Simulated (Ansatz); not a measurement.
The crystal of Cu (Fm-3m), relaxed at this level, has 11.96 Å³/atom and no gap on the mesh:

```
CELL_PARAMETERS angstrom
0.00000 1.81487 1.81487
1.81487 0.00000 1.81487
1.81487 1.81487 0.00000
ATOMIC_POSITIONS crystal
Cu 0.00000 0.00000 0.00000
```

Cells of 10 atoms of this composition were thrown in at random at the volumes given and pushed apart as soft spheres, like charges further apart, which can already order a small cell. Each cell was relaxed without symmetry on coarser meshes and computed once more; the crystal stands on its own mesh of 20×20×20. The calculation used DFT PBE, scalar-relativistic, plane waves, PAW in Ansatz 0.2.0.

Plane waves to 420 eV, a k mesh through Γ of 8×7×6 on the computed 10-atom cell and Gaussian smearing (0.10 eV); no spin polarisation. Other cells take the settings in the table.

The relaxation ran on 3×3×3 k points with a smearing of 0.1 eV.

Task: Where do the relaxations end?

Result: One draw a row:

```
start V/V(crystal) E − E(crystal) (meV/atom) final V/V(crystal) gap on mesh (eV) space group at 0.1 Å  k mesh P (GPa) largest force (eV/Å) relaxation
              1.16                          3               1.001              0.00                I4/mmm   8×7×6     -0.1                  0.00          whole
              1.16                          5               0.992              0.00                   n/a   6×6×6      1.4                  0.00  stopped early
              1.16                          2               1.001              0.00                  Immm   8×6×7     -0.1                  0.00          whole
```

Cost: 6 runs of about 68 core-minutes in all (earlier runs that led there not counted), on Intel Xeon Processor @ 2.50GHz (Skylake/Cascade Lake) (shared hosts).